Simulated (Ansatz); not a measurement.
This script for a cleavage or sliding curve of Li, space group Im-3m with Ansatz 0.2.0, Python API holds a mistake.

`li.py`
```python
"""Cleavage curve of Li."""

import ansatz as az
import numpy as np

VECTORS = np.array([
    [-1.75465, 1.75465, 1.75465],
    [1.75465, -1.75465, 1.75465],
    [1.75465, 1.75465, -1.75465],
])
SITES = [
    ("Li", [0.0, 0.0, 0.0]),
]


def crystal_on(cell):
    crystal = az.Crystal(lattice=az.Lattice.of(cell))
    for symbol, position in SITES:
        crystal = crystal.atom(symbol, position)
    return crystal

block = crystal_on(VECTORS).supercell(1, 1, 2).resolved()
cell0 = np.array(block.lattice.vectors)
xyz = np.array([site.position for site in block.sites]) @ cell0
normal = np.cross(cell0[0], cell0[1])
area = np.linalg.norm(normal)
normal *= np.sign(normal @ cell0[2]) / area
# the atoms stay where they are; only the third vector changes
energies = []
for amount in [0, 0.5, 1.0, 2.0, 4.0]:
    cell = cell0.copy()
    cell[2] += amount * normal
    moved = az.Crystal(lattice=az.Lattice.of(cell))
    for site, fraction in zip(block.sites, xyz @ np.linalg.inv(cell)):
        moved = moved.atom(site.symbol, fraction)
    base = (
        moved.calculation()
        .functional(az.Functional.PBE)
        .basis(470)  # a bare number is in eV
        .occupations(az.OccupationsMethod.COLD, width=0.1)  # fractional filling near the Fermi level
        .charge(3)  # electrons removed from the neutral system
        .scf(max_iterations=60)
        .kpoints(7, 7, 7)
    )
    energies.append(base.run(threads=1, pin="off").report["free_energy_ev"])
    print(f"gap {amount:4.2f} A: {(energies[-1] - energies[0]) / area * 16.02177:8.4f} J/m^2")
```

```console
$ python li.py
gap 0.00 A:   0.0000 J/m^2
gap 0.50 A:   2.6229 J/m^2
gap 1.00 A:   5.9168 J/m^2
gap 2.00 A:  14.0934 J/m^2
gap 4.00 A:  34.5126 J/m^2
```

No error stopped it. What is wrong with the input all the same?

The fault: the net charge is wrong for this system. Mended:

```diff
--- before
+++ after
@@ -40,3 +40,2 @@
         .occupations(az.OccupationsMethod.COLD, width=0.1)  # fractional filling near the Fermi level
-        .charge(3)  # electrons removed from the neutral system
         .scf(max_iterations=60)
```

With that change:

Running `python li.py` prints:
```text
gap 0.00 A:   0.0000 J/m^2
gap 0.50 A:   0.1124 J/m^2
gap 1.00 A:   0.3123 J/m^2
gap 2.00 A:   0.6973 J/m^2
gap 4.00 A:   0.9594 J/m^2
```

What to keep in mind:
- Levels are Kohn-Sham eigenvalues on this mesh.
- The atoms are held rigidly, so these energies lie above those of relaxed faces or faults.
- The whole script took 5.1 s on 1 thread of Arm Neoverse V2, on a shared host, peak memory 0.39 GiB.

(Lines on the test bed's own set-up are left out of the output.)
